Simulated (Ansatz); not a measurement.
# Ta2C: how the free axis answers a strain

Ta2C, P-3m1, a = 3.110 Å, c = 4.942 Å. The structure is a COD entry; whether it is the stable form wasn't checked. Ansatz: r2SCAN, PAW, 500 eV, Γ-centred 18×18×10 mesh on 3 atoms, Gaussian smearing 0.10 eV; no spin polarisation. Series: biaxial strain in the a-b plane, c and atoms relaxed; x is the strain in per cent. y is the change of c in per cent of 4.942 Å.

```tsv
x (%)	y (%)
-3.0	?
-2.0	1.13
-1.0	0.56
0.0	0.00
1.0	-0.53
2.0	-1.07
3.0	-1.59
```

**Question.** Fit y = c1 x + c2 x² to the other rows, say what c1 measures, and predict the missing y.

**Answer.** Least squares on the rows shown. y = −0.5500 x + 0.007047 x². With no stress along c, c1 = −2C13/C33 = -0.550. At x = -3.0 the fit asked for gives 1.71 %. The run gave 1.73 %, so the fit is 0.02 % too low, a small miss on the scale of the series.

Spin–orbit coupling is left out, which can shift energies with elements as heavy as these.